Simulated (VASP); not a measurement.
Wanted: the native input for a VASP 6.6.1 run.

```
Task                   : single point
Functional             : LDA
Potentials or basis    : VASP PAW LDA potentials, release 64 (Se)
Cutoff                 : 520 eV
k mesh                 : 2 × 2 × 2
Occupations            : methfessel-paxton, width 0.15 eV
Spin                   : no spin polarisation
Dipole correction      : no
Further INCAR settings : LREAL = Auto; ALGO = Fast; EDIFF = 1e-06; NBANDS = 86
```

The structure of Se (a cell with a defect) lies in POSCAR:

```
Se
1.0
    8.8195704500      0.0000000100      0.0000000000
   -4.4097852300      7.6379720500      0.0000000000
    0.0000000000      0.0000000000     10.0060979400
Se
23
Direct
   -0.0027364923      0.1388945905      0.3108315568
    0.3576213487      0.3704442721      0.4949061092
    0.1017045648      0.0339947564      0.6673260686
    0.0095726341      0.1582543104      0.8341714273
    0.3507355867      0.3620861635      0.9987180877
    0.1227226831      0.4911886263      0.1687534951
    0.0130897341      0.5943361628      0.3400850182
    0.4203688584      0.8992002001      0.5075743842
    0.1135076746      0.4772694866      0.6715939660
   -0.0091919449      0.5814784305      0.8353232249
    0.4113889197      0.8938105496      1.0050866042
    0.6368869844      0.0104369318      0.1713034402
    0.5143060330      0.1132978740      0.3368555875
    0.8846660257      0.3651305573      0.5020875300
    0.6478238550      0.0158710968      0.6728527984
    0.5167845608      0.1144565585      0.8378052114
    0.8833347358      0.3669629809      1.0052997742
    0.5800179090      0.4749580085      0.1637921205
    0.4847266592      0.5996917723      0.3286378986
    0.8852146224      0.9130051728      0.4931390867
    0.5817138696      0.4800352725      0.6633942662
    0.4877246407      0.5996992350      0.8316259795
    1.0544214513      1.0397953721      1.1107175911
```

These files were run (other wordings do the same):

INCAR

```
  PREC = Accurate
  ENCUT = 520
  EDIFF = 1E-6
  ISMEAR = 1
  SIGMA = 0.15
  LREAL = Auto
  LASPH = T
  NELM = 100
  ALGO = Fast
  ISIF = 2
  LWAVE = F
  LCHARG = T
  GGA = CA
  LELF = T
  LVHAR = T
  NBANDS = 86
```

KPOINTS

```
regular mesh
0
Gamma
  2 2 2
```

Potentials or basis: VASP PAW LDA potentials, release 64 (Se).

Launch:

```sh
$ cat potpaw_LDA.64/Se/POTCAR > POTCAR
$ mpirun -np 1 vasp_std > vasp.out
```

It gave:

The pressure is -2.3 GPa. The largest force is 0.241 eV/Å and the band gap on the k mesh is 0.10 eV, indirect (least direct gap 0.34 eV).

Run time: 9.2 min on 1 thread of Intel(R) Xeon(R) 6975P-C (Granite Rapids) (shared host), peak memory 0.68 GiB.
